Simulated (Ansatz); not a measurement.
# AlN (F-43m): band gap under exact exchange

How does exact exchange change the gap of AlN (F-43m)? A script is to give the band gap under exact exchange; the system is AlN (F-43m).

Program: Ansatz 0.2.0 through its Python package. Level of theory: DFT with a functional composed in the script, plane waves, PAW. These are calculated values, not measurements.

### 1 The structure

Symmetry: F-43m, No. 216, cubic system. The conventional cell has a = 4.368 Å, b = 4.368 Å, c = 4.368 Å, α = 90.00°, β = 90.00°, γ = 90.00°. Al (site symmetry -43m) is surrounded by 4 N at 1.89 Å. N (site symmetry -43m) has 4 Al at 1.89 Å as nearest neighbours.

Input file aln.extxyz:

```xyz
2
Lattice="0.0 2.18399356 2.18399356 2.18399356 0.0 2.18399356 2.18399356 2.18399356 0.0" Properties=species:S:1:pos:R:3 pbc="T T T"
Al    0.00000000    0.00000000    0.00000000
N     3.27599034    3.27599034    3.27599034
```

### 2 The code

The input, hybrid_aln.py:

```python
'''Exact exchange and the gap of AlN.'''

import warnings

import ansatz as az
import numpy as np

ECUT = 510
K_SPACING = 0.53
SMEARING = 'fixed'


def count_gap(report):
    # lowest empty less highest filled band, counting bands; zero where they overlap
    return max(report.get('gap_by_band_count_ev') or 0.0, 0.0)


def main() -> None:
    warnings.simplefilter('ignore', az.DeckWarning)

    crystal = az.Crystal.from_extxyz('aln.extxyz')

    calc = (
        crystal.calculation()
        .basis(ECUT)
        .kpoints(spacing=K_SPACING)
        .occupations(SMEARING)
        .band_table()
    )
    rows = []
    for value in [0.15, 0.3]:
        rep = calc.functional(exchange='pbe', correlation='pbe', exact_fraction=value).run(threads=1, pin='off').report
        width = rep['fermi_energy_ev'] - min(e for e in rep['eigenvalues_ev'][0] if e > rep['fermi_energy_ev'] - 10)
        rows.append((value, count_gap(rep), width, rep.get('hybrid', {}).get('n_outer', 0), rep['n_iterations']))
    for row in rows:
        print('; '.join(f'{name} = {round(v, 4) if isinstance(v, float) else v}' for name, v in zip(['exact fraction', 'gap by band count eV', 'E_F less lowest level within 10 eV (first k)', 'exchange loops', 'iterations'], row)))


if __name__ == '__main__':
    main()
```

### 3 What the engine is handed

The engine receives this input (first run):

```yaml
crystal:
  lattice:
    - [0.0, 2.18399356, 2.18399356]
    - [2.18399356, 0.0, 2.18399356]
    - [2.18399356, 2.18399356, 0.0]
  atoms:
    - { symbol: Al, position: [0.0, 0.0, 0.0] }
    - { symbol: "N", position: [0.75, 0.75, 0.75] }
basis:
  ecutwfc: 510.0
kpoints:
  mp_grid:
    kspacing: 0.53
hamiltonian:
  xc:
    exchange: pbe
    correlation: pbe
    exx:
      coeff: 0.15
scf:
  occupations:
    method: fixed
output:
  eigenvalues: true
```

### 4 The run

Run with:

```console
$ python hybrid_aln.py
```

Standard output:

```text
exact fraction = 0.15; gap by band count eV = 5.0967; E_F less lowest level within 10 eV (first k) = 0.0; exchange loops = 2; iterations = 10
exact fraction = 0.3; gap by band count eV = 6.322; E_F less lowest level within 10 eV (first k) = 0.0; exchange loops = 2; iterations = 11
```

Wall time 12 s (1 thread of Arm Neoverse V1, shared host); peak memory 0.56 GiB.

### 5 What changed from run to run

The engine's inputs for the other runs:

Run 2, against run 1:

```diff
@@ -19 +19 @@
-      coeff: 0.15
+      coeff: 0.3
```

### 6 Run by run

From the records of these 2 runs:

| run | hamiltonian.xc.exx.coeff | energy (eV/atom) | gap on the mesh (eV) | SCF cycles | CPU time (s) |
| --- | --- | --- | --- | --- | --- |
| 1 | 0.15 | -462.3037 | 5.10 | 10 | 4.8 |
| 2 | 0.3 | -462.5188 | 6.32 | 11 | 4.8 |

Totals under unlike functionals or potentials can't be compared directly.

### 7 Outcome

| quantity | value |
| --- | --- |
| runs compared | 2 |
| gap on the mesh | 5.10 (coeff 0.15) to 6.32 eV (coeff 0.3) |

**Reading.** The gap on the mesh runs from 5.10 eV (coeff 0.15) to 6.32 eV (coeff 0.3). Notes:
- Along an axis with an odd division the mesh misses the point at one half; a gap read on a finite mesh is an upper bound on this functional's gap.
- The Fermi level of a run with fixed occupations marks the highest occupied state on its mesh, not mid-gap.
- Energy and stress may still move on a finer k-point mesh.
- This cell is a computed structure, which may not be the phase found in nature.
- Gaps and levels are Kohn-Sham values on a finite set of k-points.
- Gaps are read on a coarse mesh, so the true band edges can lie between its points.
